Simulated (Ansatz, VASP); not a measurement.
BN in VASP and in Ansatz

```
CELL_PARAMETERS angstrom
2.44335 0.00000 0.00000
-1.22167 2.11600 0.00000
0.00000 0.00000 7.03195
ATOMIC_POSITIONS crystal
B 0.33333 0.66667 0.25000
B 0.66667 0.33333 0.75000
N 0.33333 0.66667 0.75000
N 0.66667 0.33333 0.25000
```

Alike in both runs: task single point; functional PBEsol; k mesh 12 × 12 × 4; occupations gaussian, width 0.05 eV; no spin polarisation.

```csv
,VASP,Ansatz
version,VASP 6.6.1,Ansatz 0.2.0
potentials or method,"VASP PAW PBE potentials, release 64 (B, N)","scalar-relativistic, plane waves, PAW"
plane-wave cutoff (eV),520,520
valence electrons in the cell,16,16
```

```tsv
	VASP	Ansatz	Ansatz less VASP
gap on the k mesh at the Fermi level (eV)	4.38	4.39	+0.008
least direct gap on the mesh (eV)	4.78	4.78	+0.003
pressure (GPa)	19.0	18.6	-0.47
largest component of the traceless stress (GPa)	19.12	18.49	-0.635
```

Ansatz warned: «pseudo_functional_mismatch».

Caveats: so large a pressure means that the cell lies far from this level's equilibrium, or that cutoff or potentials fall short (VASP); the potentials were made for another functional, which shifts forces and pressure (VASP); this functional lacks dispersion, which binds the layers, so the pressure and a relaxed spacing across them are unreliable. A k mesh can miss the band edges.
